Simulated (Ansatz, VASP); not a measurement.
This is a calculation of Mg (Magnesium) for VASP 6.6.1. 

Contents of INCAR:

```
SYSTEM = Mg
  PREC = Accurate
  ENCUT = 600
  EDIFF = 1E-6
  ISMEAR = -1
  SIGMA = 0.05
  LREAL = .False.
  LASPH = .True.
  NELM = 80
  ALGO = Normal
  ISIF = 3
  LWAVE = .False.
  LCHARG = .False.
  GGA = PE
  IBRION = 2
  NSW = 40
  EDIFFG = -0.005
```

KPOINTS

```
regular mesh
0
Gamma
  10 10 5
  0 0 0
```

Contents of POSCAR:

```
Mg
1.0
    3.2093000000      0.0000000000      0.0000000000
   -1.6046500000      2.7793353284      0.0000000000
    0.0000000000      0.0000000000      5.2103000000
Mg
2
Direct
    0.6666666667      0.3333333333      0.7500000000
    0.3333333333      0.6666666667      0.2500000000
```

Potentials or basis: VASP PAW PBE potentials, release 64 (Mg).

Command:

```console
$ cat potpaw_PBE.64/Mg/POTCAR > POTCAR
$ mpirun -np 1 vasp_std > vasp.out
```

What does the same run look like in Ansatz 0.2.0? Potentials or basis there: Ansatz PAW, cutoff 420 eV.

As run (cutoffs and basis follow the program's own potentials, and thresholds, step limits or extra output files can differ):

File input.yaml:

```yaml
crystal:
  lattice:
    - [3.2093, 0.0, 0.0]
    - [-1.60465, 2.7793353284, 0.0]
    - [0.0, 0.0, 5.2103]
  atoms:
    - { symbol: Mg, position: [0.6666666667, 0.3333333333, 0.75] }
    - { symbol: Mg, position: [0.3333333333, 0.6666666667, 0.25] }
hamiltonian:
  xc: pbe
  pseudopotentials: { kind: paw }
kpoints:
  mp_grid: { grid: [10, 10, 5] }
scf:
  occupations: { method: fermi_dirac, width: 0.05 }
output:
  forces: true
  stress: true
relax:
  f_tol: 0.01
  max_steps: 40
  cell: { stress_tol: 0.05 }
```

Potentials or basis: Ansatz PAW.

Launch:

```console
$ ansatz run input.yaml --threads 2 --pin off --max-ram 5632MiB --backend cpu --events-out ev --progress --plain --runs-dir out
```

Both were run:

|  | VASP | Ansatz |
| --- | --- | --- |
| Relaxed volume | 22.93 Å³/atom | 23.02 Å³/atom |
| Relaxed cell | a = 3.164 Å, b = 3.164 Å, c = 5.289 Å, α = 90.00°, β = 90.00°, γ = 120.00° | a = 3.168 Å, b = 3.168 Å, c = 5.298 Å, α = 90.00°, β = 90.00°, γ = 120.00° |
| Space group after relaxing | P6_3/mmc (No. 194) | P6_3/mmc (No. 194) |
| Pressure after relaxing | 0.0 GPa | 0.0 GPa |

Ansatz's pressure holds a Pulay term of +0.00 GPa for its cutoff of 420 eV, which the other run lacks.

The potentials hold 4 and 20 valence electrons a cell.

Where Ansatz's input types no cutoff or centring, it takes its own default and a Γ-centred mesh.

Pressure is positive in compression.
